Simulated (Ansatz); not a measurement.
# Cobalt, fcc: HSE06 after PBE

Aim: see what exact exchange does to the levels, and what it costs. Spin polarisation is left out, though the real metal is magnetic, so these are not its levels. The cell comes from an earlier PBE relaxation. Exact exchange is dear, so the k-mesh is coarse, and PBE is run on the same mesh for comparison.

Program: Ansatz 0.2.0. Level of theory: DFT, plane waves (420 eV) with PBE-made PAW files, scalar-relativistic; functionals as named at each step. These are calculated values, not measurements.

## 1. The structure to begin with

It takes space group Fm-3m (No. 225, cubic). Conventional cell: a = 3.458 Å, b = 3.458 Å, c = 3.458 Å, α = 90.00°, β = 90.00°, γ = 90.00°. Around Co (site symmetry m-3m) lie 12 Co at 2.45 Å.

As a file:

```cif
data_structure
_symmetry_space_group_name_H-M 'Fm-3m'
_symmetry_Int_Tables_number 225
_cell_length_a 3.4578
_cell_length_b 3.4578
_cell_length_c 3.4578
_cell_angle_alpha 90.000
_cell_angle_beta 90.000
_cell_angle_gamma 90.000
_cell_volume 41.34
loop_
_atom_site_label
_atom_site_type_symbol
_atom_site_symmetry_multiplicity
_atom_site_Wyckoff_symbol
_atom_site_fract_x
_atom_site_fract_y
_atom_site_fract_z
_atom_site_occupancy
Co1 Co 4 a 0.00000 0.00000 0.00000 1
```

## 2. PBE on the coarse mesh

The run with PBE.

input.yaml

```yaml
crystal:
  lattice:
    - [0.0, 1.7289085811, 1.7289085811]
    - [1.7289085811, 0.0, 1.7289085811]
    - [1.7289085811, 1.7289085811, 0.0]
  atoms:
    - { symbol: Co, position: [0.0, 0.0, 0.0] }
hamiltonian:
  xc: pbe
  pseudopotentials:
    kind: paw
    azcp:
      Co: "pseudopotentials/Co.paw.azcp"
basis:
  ecutwfc: 420
  fft_grid_basis: typed
kpoints:
  mp_grid: { grid: [8, 8, 8], shift: [0, 0, 0] }
magnetization:
  spin_polarized: false
scf:
  occupations: { method: fermi_dirac, width: 0.1 }
```

The run is started by

```sh
$ ansatz run input.yaml --threads 4 --pin off --max-ram 8192MiB --backend cpu --events-out ev --progress --plain --runs-dir out
```

## 3. HSE06, coarse mesh

The run with HSE06.

input.yaml, as its differences from that of step 2:

```diff
@@ -8,3 +8,3 @@
 hamiltonian:
-  xc: pbe
+  xc: hse06
   pseudopotentials:
```

(Steps that only read results are left out.)

What does the calculation give? Wanted: PBE: gap; HSE06: gap.

The runs gave:

```
                         quantity                         value
                         PBE: gap  none (levels filled in part)
                       HSE06: gap  none (levels filled in part)
HSE06: SCF cycles, exchange loops                         20, 2
 HSE06: CPU time over that of PBE                            18
```

What this shows: Neither PBE nor HSE06 shows a clean gap on this mesh. The hybrid took 18 times as much CPU time as PBE on the same settings. The exchange operator of HSE06 was renewed in 2 outer loops. Absolute energies differ from functional to functional, by eV per atom at times, and say nothing by themselves.
